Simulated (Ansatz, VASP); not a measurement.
**Sc: VASP beside Ansatz**

```
CELL_PARAMETERS angstrom
-1.81360 1.81360 1.81360
1.81360 -1.81360 1.81360
1.81360 1.81360 -1.81360
ATOMIC_POSITIONS crystal
Sc 0.00000 0.00000 0.00000
```

Alike in both runs: functional PBEsol; k mesh 8 × 8 × 8; occupations gaussian, width 0.1 eV; no spin polarisation.

Ansatz relaxed the structure, and its values are those at the end. VASP's run is a single point on that final structure, the one shown.

|  | VASP | Ansatz |
| --- | --- | --- |
| version | VASP 6.6.1 | Ansatz 0.2.0 |
| potentials or method | VASP PAW PBE potentials, release 64 (Sc_sv) | scalar-relativistic, plane waves, PAW |
| plane-wave cutoff (eV) | 520 | 420 |
| valence electrons in the cell | 11 | 11 |

|  | VASP | Ansatz | Ansatz less VASP |
| --- | --- | --- | --- |
| gap on the k mesh at the Fermi level (eV) | none | none | - |
| pressure (GPa) | -0.1 | -0.1 | -0.02 |

A gap of «none» marks a metal or a gap that the smearing closes. With one functional, cell and mesh, what is left measures potentials, basis and numerics.

Caveats: the PAW data sets were made with another functional, which shifts forces and pressure a little (VASP).
